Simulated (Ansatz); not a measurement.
## CdSe with an Se vacancy: what each run costs

CdSe with an Se vacancy, cell charge +2. Cell: 31 atoms, space group P3m1, a = 8.600 Å, b = 8.600 Å, c = 14.040 Å, α = 90.00°, β = 90.00°, γ = 120.00°.

All runs are DFT with Ansatz 0.2.0 on 4 threads of Arm Neoverse V1 (aarch64; 8 cores open to the job, memory cap 8.0 GiB, no GPU), a shared host.

**Question.** Rank the runs by wall time, shortest first.
A. single point at relaxed positions, r2SCAN, 500 eV, 3×3×2 k-points, smearing 0.01 eV
B. relaxation of the ions, PBE, 420 eV, 3×3×2 k-points, smearing 0.01 eV
C. single point, PBE, 420 eV, 3×3×2 k-points, smearing 0.01 eV

**Answer.** C (2.1 min, 5.1 GiB), A (3.8 min, 5.6 GiB), B (7 min, 6.6 GiB).
